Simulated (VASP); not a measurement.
# Settings for Mo: equation of state

Mo, Im-3m (no. 229), 1 atom in the cell. PBE; PAW potentials Mo_sv (PBE set). VASP 6.6.1.

Wanted: equilibrium volume within 0.2 %; bulk modulus within 1 %.

What the run is for: equation of state; Accuracy asked: standard.

The series start from Plane-wave cutoff (eV): 320; Smearing width (eV): 0.03; k-point mesh: 16 × 16 × 16; Volumes: 5 from 0.92 to 1.08; Precision mode (PREC): Accurate; Electronic threshold (eV): 1e-6; Aspherical gradient terms in the spheres (LASPH): yes; Start of each volume: each volume from scratch. Each series keeps the choices made before it, and each single choice may use up half of a tolerance. Times cover all steps of a run.

## Plane-wave cutoff (eV)

| Plane-wave cutoff (eV) | Equilibrium volume (Å³/atom) | Bulk modulus (GPa) | Time (s) |
|---|---|---|---|
| 200 | 15.69 | 241 | 55 |
| 240 | 15.82 | 262.5 | 62 |
| 280 | 15.82 | 259.5 | 74 |
| 320 | 15.82 | 259.3 | 74 |
| 370 | 15.82 | 260.1 | 113 |
| 430 | 15.81 | 260.7 | 119 |
| 510 | 15.81 | 260.7 | 145 |
| 640 (reference) | 15.81 | 260.9 | 198 |

Chosen: 370, the loosest value from which every tighter one stays within half of the tolerance.

## Smearing width (eV)

| Smearing width (eV) | Equilibrium volume (Å³/atom) | Bulk modulus (GPa) | Time (s) |
|---|---|---|---|
| 0.15 | 15.82 | 258.2 | 125 |
| 0.1 | 15.82 | 258.1 | 117 |
| 0.07 | 15.82 | 258.6 | 107 |
| 0.05 | 15.82 | 259.3 | 106 |
| 0.03 | 15.82 | 260.1 | 113 |
| 0.02 (reference) | 15.82 | 260.2 | 107 |

Chosen: 0.05.

## k-point mesh

| k-point mesh | Equilibrium volume (Å³/atom) | Bulk modulus (GPa) | Time (s) |
|---|---|---|---|
| 5 × 5 × 5 | 15.68 | 263.4 | 20 |
| 7 × 7 × 7 | 15.87 | 261.5 | 25 |
| 9 × 9 × 9 | 15.81 | 262 | 35 |
| 11 × 11 × 11 | 15.85 | 249.6 | 48 |
| 13 × 13 × 13 | 15.81 | 256 | 67 |
| 16 × 16 × 16 | 15.82 | 259.3 | 106 |
| 19 × 19 × 19 (reference) | 15.83 | 257.8 | 156 |

Chosen: 19 × 19 × 19; the next looser run is off by more than half of the tolerance, so convergence isn't shown beyond this value.

## Volumes

| Volumes | Equilibrium volume (Å³/atom) | Bulk modulus (GPa) | Time (s) |
|---|---|---|---|
| 5 from 0.88 to 1.12 | 15.83 | 257.9 | 148 |
| 5 from 0.92 to 1.08 | 15.83 | 257.8 | 156 |
| 7 from 0.91 to 1.09 (reference) | 15.83 | 257.7 | 292 |

Chosen: 5 from 0.88 to 1.12.

## Precision mode (PREC)

| Precision mode (PREC) | Equilibrium volume (Å³/atom) | Bulk modulus (GPa) | Time (s) |
|---|---|---|---|
| SingleN | 15.84 | 255.4 | 114 |
| Normal | 15.83 | 257.9 | 111 |
| Accurate (reference) | 15.83 | 257.9 | 148 |

Chosen: Normal.

## Electronic threshold (eV)

| Electronic threshold (eV) | Equilibrium volume (Å³/atom) | Bulk modulus (GPa) | Time (s) |
|---|---|---|---|
| 0.001 | 15.83 | 257.9 | 92 |
| 0.0001 | 15.83 | 257.9 | 93 |
| 1e-5 | 15.83 | 257.9 | 102 |
| 1e-6 | 15.83 | 257.9 | 111 |
| 1e-7 (reference) | 15.83 | 257.9 | 122 |

Chosen: 0.001.

## Aspherical gradient terms in the spheres (LASPH)

| Aspherical gradient terms in the spheres (LASPH) | Equilibrium volume (Å³/atom) | Bulk modulus (GPa) | Time (s) |
|---|---|---|---|
| no | 15.83 | 257.9 | 84 |
| yes (reference) | 15.83 | 257.9 | 92 |

Chosen: no.

## Start of each volume

| Start of each volume | Equilibrium volume (Å³/atom) | Bulk modulus (GPa) | Time (s) |
|---|---|---|---|
| each volume from scratch | 15.83 | 257.9 | 84 |
| orbitals of the volume before (WAVECAR) | 15.83 | 257.9 | 54 |

Chosen: orbitals of the volume before (WAVECAR), the fastest of those that stay within half of the tolerance.

## All choices together

| Input | Equilibrium volume (Å³/atom) | Bulk modulus (GPa) | Time (s) |
|---|---|---|---|
| the program's defaults (naive) | 15.91 | 259.3 | 8.8 |
| chosen settings | 15.83 | 257.9 | 54 |
| reference settings throughout | 15.82 | 258 | 598 |

The chosen settings stay within the tolerance of the reference run, but the reference itself isn't shown to be converged in: k-point mesh.

## The input

INCAR:
```
GGA = PE
ISMEAR = -1
SIGMA = 0.05
LWAVE = True
LCHARG = False
ISIF = 2
NSW = 0
PREC = Normal
LASPH = False
LREAL = False
ALGO = Normal
EDIFF = 0.001
NELM = 120
GGA_COMPAT = False
ENCUT = 370
```

KPOINTS:
```
Automatic mesh
0
Gamma
  19 19 19
  0 0 0
```

POSCAR.step1:
```
Mo
1.0
   -1.5177387516      1.5177387516      1.5177387516
    1.5177387516     -1.5177387516      1.5177387516
    1.5177387516      1.5177387516     -1.5177387516
Mo
1
Direct
    0.0000000000      0.0000000000      0.0000000000
```

POSCAR.step2:
```
Mo
1.0
   -1.5514772677      1.5514772677      1.5514772677
    1.5514772677     -1.5514772677      1.5514772677
    1.5514772677      1.5514772677     -1.5514772677
Mo
1
Direct
    0.0000000000      0.0000000000      0.0000000000
```

POSCAR.step3:
```
Mo
1.0
   -1.5838089719      1.5838089719      1.5838089719
    1.5838089719     -1.5838089719      1.5838089719
    1.5838089719      1.5838089719     -1.5838089719
Mo
1
Direct
    0.0000000000      0.0000000000      0.0000000000
```

POSCAR.step4:
```
Mo
1.0
   -1.6148719360      1.6148719360      1.6148719360
    1.6148719360     -1.6148719360      1.6148719360
    1.6148719360      1.6148719360     -1.6148719360
Mo
1
Direct
    0.0000000000      0.0000000000      0.0000000000
```

POSCAR.step5:
```
Mo
1.0
   -1.6447837490      1.6447837490      1.6447837490
    1.6447837490     -1.6447837490      1.6447837490
    1.6447837490      1.6447837490     -1.6447837490
Mo
1
Direct
    0.0000000000      0.0000000000      0.0000000000
```

Commands (each step's output is kept before the next begins):
```
cat potpaw_PBE.64/Mo_sv/POTCAR > POTCAR
cp POSCAR.step1 POSCAR
mpirun -np 1 vasp_std > vasp.out
cp POSCAR.step2 POSCAR
mpirun -np 1 vasp_std > vasp.out
cp POSCAR.step3 POSCAR
mpirun -np 1 vasp_std > vasp.out
cp POSCAR.step4 POSCAR
mpirun -np 1 vasp_std > vasp.out
cp POSCAR.step5 POSCAR
mpirun -np 1 vasp_std > vasp.out
```

The chosen input took VASP 6.6.1 54 s on 1 core (AMD EPYC 7571), a shared host.

## An input that fails: cutoff far too low

It runs to its end, but against the unchanged starting input it is off by 7.1 % in the equilibrium volume, 173 % in the bulk modulus.

Changes against the starting input:
```
(all steps)
- PREC = Accurate
- NELM = 120
- ENCUT = 320
+ PREC = Low
+ NELM = 50
+ ENCUT = 150
```
